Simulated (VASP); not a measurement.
# ZnO in VASP: work function with PBEsol

Aim: the work function of ZnO with PBEsol.

Everything below comes from runs of VASP 6.6.1. Logs are shortened: lines on timing, memory, paths and dates and some standing lists are left out, and cuts for length are marked.

## 1. Starting point

The cell holds a slab with vacuum, 8 atoms: a = 3.249 Å, b = 5.206 Å, c = 19.752 Å, α = 90.00°, β = 90.00°, γ = 90.00°.

## 2. Work function, PBEsol

Input file INCAR:

```
SYSTEM = ZnO
PREC = Accurate ; ENCUT = 520
EDIFF = 1E-6 ; ISMEAR = 0
SIGMA = 0.05 ; LREAL = .FALSE.
LASPH = .TRUE. ; NELM = 60
ALGO = Normal ; ISIF = 2
LWAVE = .FALSE. ; LCHARG = .TRUE.
LDIPOL = .TRUE. ; IDIPOL = 3
DIPOL = 0.5 0.5 0.500 ; GGA = PS
LVHAR = .TRUE. ; LVACPOTAV = .TRUE.
KPAR = 8
```

Input file KPOINTS:

```
regular mesh
0
G
  8 6 1
  0 0 0
```

Input file POSCAR:

```
ZnO                                     
1.0
    3.2493080000      0.0000000000      0.0000000000
    0.0000000000      5.2057090000      0.0000000000
    0.0000000000      0.0000000000     19.7519776970
  Zn              O             
     4     4
Direct
     0.0000000000000000    0.5261917726301166    0.4287558536946702
     0.4999999998999982    0.9962685611992426    0.4396420878754237
     0.5000000000000000    0.4962685611992426    0.5603579121245763
     0.9999999998999982    0.0261917726301165    0.5712441463053298
     0.4999999998999982    0.3660347607432817    0.4562339335317823
     0.0000000000000000    0.8695249054273613    0.4034040491549295
     0.9999999998999982    0.3695249054273612    0.5965959508450704
     0.5000000000000000    0.8660347607432816    0.5437660664682175
```

Potentials or basis: VASP PAW PBE potentials, release 64 (Zn, O).

Started as:

```bash
$ cat potpaw_PBE.64/Zn/POTCAR potpaw_PBE.64/O/POTCAR > POTCAR
$ mpirun -np 8 vasp_std > vasp.out
```

OUTCAR:

```text
SYSTEM = ZnO
   PREC = Accurate
   ENCUT = 520
   EDIFF = 1E-6
   ISMEAR = 0
   LREAL = .FALSE.
   LASPH = .TRUE.
   NELM = 60
   ISIF = 2
   GGA = PS

 ion  position               nearest neighbor table
   1  0.000  0.526  0.429-   6 1.86   5 1.91   5 1.91   2 2.95   2 2.95
   2  0.500  0.996  0.440-   6 1.89   6 1.89   5 1.95   8 2.17   1 2.95   1 2.95
   3  0.500  0.496  0.560-   7 1.89   7 1.89   8 1.95   5 2.17   4 2.95   4 2.95
   4  1.000  0.026  0.571-   7 1.86   8 1.91   8 1.91   3 2.95   3 2.95
   5  0.500  0.366  0.456-   1 1.91   1 1.91   2 1.95   3 2.17
   6  0.000  0.870  0.403-   1 1.86   2 1.89   2 1.89
   7  1.000  0.370  0.597-   4 1.86   3 1.89   3 1.89
   8  0.500  0.866  0.544-   4 1.91   4 1.91   3 1.95   2 2.17

  LATTYP: Found a simple orthorhombic cell.
 ALAT       =     3.2493080000
 B/A-ratio  =     1.6020977390
 C/A-ratio  =     6.0788259214

  Lattice vectors:

 A1 = (   3.2493080000,   0.0000000000,   0.0000000000)
 A2 = (   0.0000000000,   5.2057090000,   0.0000000000)
 A3 = (   0.0000000000,   0.0000000000,  19.7519776970)

Analysis of symmetry for initial positions (statically):
=====================================================================
 Subroutine PRICEL returns:
 Original cell was already a primitive cell.

 Routine SETGRP: Setting up the symmetry group for a
 simple orthorhombic supercell.

 Subroutine GETGRP returns: Found  4 space group operations
 (whereof  2 operations were pure point group operations)
 out of a pool of  8 trial point group operations.

The static configuration has the point symmetry C_1h.
 The point group associated with its full space group is C_2v.

Analysis of symmetry for dynamics (positions and initial velocities):
=====================================================================
 Subroutine PRICEL returns:
 Original cell was already a primitive cell.

 Routine SETGRP: Setting up the symmetry group for a
 simple orthorhombic supercell.

 Subroutine GETGRP returns: Found  4 space group operations
 (whereof  2 operations were pure point group operations)
 out of a pool of  8 trial point group operations.

The dynamic configuration has the point symmetry C_1h.
 The point group associated with its full space group is C_2v.

 Subroutine INISYM returns: Found  4 space group operations
 (whereof  2 operations are pure point group operations),
 and found     1 'primitive' translations
[... 110 lines left out ...]
   POTIM  = 0.5000    time-step for ionic-motion
   TEBEG  =    0.0;   TEEND  =   0.0 temperature during run
   PSTRESS=    0.0 pullay stress
   NELECT =      72.0000    total number of electrons
   NUPDOWN=      -1.0000    fix difference up-down
   EMIN   =  10.00;   EMAX   =-10.00  energy-range for DOS
   EFERMI =   0.00;   METHOD = LEGACY
   ISMEAR =     0;   SIGMA  =   0.05  broadening in eV -4-tet -1-fermi 0-gaus
   EFERMI_NEDOS =   21; number of points for ismear=-14 and -15
   IALGO  =     38    algorithm
   IMIX   =      4    mixing-type and parameters
     AMIX     =   0.40;   BMIX     =  1.00
     AMIX_MAG =   1.60;   BMIX_MAG =  1.00
  volume/ion in A,a.u.               =      41.76       281.83
  Fermi-wavevector in a.u.,A,eV,Ry     =   0.981504  1.854773 13.107162  0.963349
  Thomas-Fermi vector in A             =   2.112515
   LORBIT       =      0    0 simple, 1 ext, 2 COOP (PROOUT), +10 PAW based schemes
   GGA     = PS    functional components
   LHFCALC =     F    Hartree Fock is set to
   AEXX    =    0.0000 exact exchange contribution
   IVDW    =     0    specifies the selected vdW correction
   LEPSILON=     F    determine dielectric tensor
   LRPA    =     F    only Hartree local field effects (RPA)
 non-spin polarized calculation
 Gauss-broadening in eV      SIGMA  =   0.05
  energy-cutoff  :      520.00
  volume of cell :      334.10
 maximum number of plane-waves:      9054
   NGX = 13   NGY = 19   NGZ = 73

 dipolmoment           0.000000      0.000000      0.000000 electrons x Angstroem

 number of electron      72.0000010 magnetization

 dipolmoment           0.000000      0.000000     -0.000000 electrons x Angstroem

 Free energy of the ion-electron system (eV)
  ---------------------------------------------------
  ext. energy  EPLUGINS =         0.00000000
  ---------------------------------------------------
  free energy    TOTEN  =       -36.87129917 eV

  energy without entropy =      -36.87129917  energy(sigma->0) =      -36.87129917

 E-fermi :  -3.6338     XC(G=0):  -3.7187

 val. band max:       -3.8505205661   @ k =   0.0000   0.0000   0.0000
 cond. band min:      -2.5572302708   @ k =   0.0000   0.0000   0.0000
 fundamental gap:      1.2932902953
 Fermi energy:        -3.6337778448

 k-point     1 :       0.0000    0.0000    0.0000
  band No.  band energies     occupation
      1     -22.0898      2.00000
      2     -21.6773      2.00000
      3     -21.0220      2.00000
      4     -20.9038      2.00000
      5     -10.3703      2.00000
      6     -10.2936      2.00000
[... 909 lines left out ...]
     42       2.5258      0.00000
     43       4.6145      0.00000

------------------------ aborting loop because EDIFF is reached ----------------------------------------

  FORCE on cell =-STRESS in cart. coord.  units (eV):
  Direction    XX          YY          ZZ          XY          YZ          ZX
  --------------------------------------------------------------------------------------
  -------------------------------------------------------------------------------------
  Total        2.9527996      3.1498685     -0.1601155      0.0000000      0.0000000      0.0000000
  in kB       14.1599982     15.1050322     -0.7678258      0.0000000      0.0000000      0.0000000
  external PRESSURE =       9.4990682 kB  Pullay stress =       0.0000000 kB

 VOLUME and BASIS-vectors are now :
 -----------------------------------------------------------------------------
  energy-cutoff  :      520.00
  volume of cell :      334.10
      direct lattice vectors                 reciprocal lattice vectors
     3.249308000  0.000000000  0.000000000     0.307757836  0.000000000  0.000000000
     0.000000000  5.205709000  0.000000000     0.000000000  0.192096792  0.000000000
     0.000000000  0.000000000 19.751977697     0.000000000  0.000000000  0.050627842

 POSITION                                       TOTAL-FORCE (eV/Angst)
 -----------------------------------------------------------------------------------
      0.00000      2.73920      8.46878         0.000000      0.000708      0.012901
      1.62465      5.18628      8.68380         0.000000      0.003457     -0.002698
      1.62465      2.58343     11.06818         0.000000      0.003457      0.002698
      3.24931      0.13635     11.28320         0.000000      0.000708     -0.012901
      1.62465      1.90547      9.01152         0.000000      0.007361      0.009032
      0.00000      4.52649      7.96803         0.000000     -0.011526      0.003223
      3.24931      1.92364     11.78395         0.000000     -0.011526     -0.003223
      1.62465      4.50832     10.74046         0.000000      0.007361     -0.009032
 -----------------------------------------------------------------------------------
    total drift:                                0.000001     -0.003879     -0.000012

  FREE ENERGIE OF THE ION-ELECTRON SYSTEM (eV)
  ---------------------------------------------------
  free  energy   TOTEN  =       -36.8712991710 eV

  energy  without entropy=      -36.8712991710  energy(sigma->0) =      -36.87129917

 vacuum level on the upper side and lower side of the slab         2.040         2.040
```

OSZICAR:

```text
N       E                     dE             d eps       ncg     rms          rms(c)
DAV:   1     0.648789518096E+03    0.64879E+03   -0.32835E+04  1720   0.163E+03
DAV:   2     0.789123551303E+02   -0.56988E+03   -0.55022E+03  2012   0.388E+02
DAV:   3    -0.375934049451E+02   -0.11651E+03   -0.11511E+03  2067   0.178E+02
[... 19 lines left out ...]
DAV:  23    -0.368712873186E+02   -0.12684E-04   -0.85667E-07  1324   0.176E-02    0.110E-03
DAV:  24    -0.368712936357E+02   -0.63171E-05   -0.53052E-07  1349   0.456E-03    0.591E-04
DAV:  25    -0.368712961812E+02   -0.25455E-05   -0.15431E-07  1320   0.536E-03    0.679E-04
DAV:  26    -0.368712987828E+02   -0.26016E-05   -0.12080E-07  1302   0.343E-03    0.368E-04
DAV:  27    -0.368712991710E+02   -0.38821E-06   -0.33935E-08  1286   0.161E-03
   1 F= -.36871299E+02 E0= -.36871299E+02  d E =-.405828E-11
```

stdout:

```text
POSCAR found type information on POSCAR ZnO
 POSCAR found :  2 types and       8 ions
 scaLAPACK will be used
 -----------------------------------------------------------------------------
|                                                                             |
[... 42 lines left out ...]
|     field-free region was found. Please increase the size of  your cell     |
|     in the dimension of the dipole correction to obtain accurate            |
|     workfunction values.                                                    |
|                                                                             |
 -----------------------------------------------------------------------------
```

Run time: 86 s. Hardware: 8 MPI ranks of Intel Xeon Platinum 8488C (Sapphire Rapids), shared host; peak memory 0.53 GiB.

Results:

```
Free energy                            : -36.8713 eV
Largest force                          : 0.013 eV/Å
Band gap on the k mesh                 : 1.29 eV, direct
Ionisation potential of the upper face : 5.89 eV
```

Forces on the atoms (eV/Å):
```
Zn   0.000  0.001  0.013
Zn   0.000  0.003 -0.003
Zn   0.000  0.003  0.003
Zn   0.000  0.001 -0.013
O    0.000  0.007  0.009
O    0.000 -0.012  0.003
O    0.000 -0.012 -0.003
O    0.000  0.007 -0.009
```

Caveat: the PAW data sets were made with another functional, which shifts forces and pressure a little.
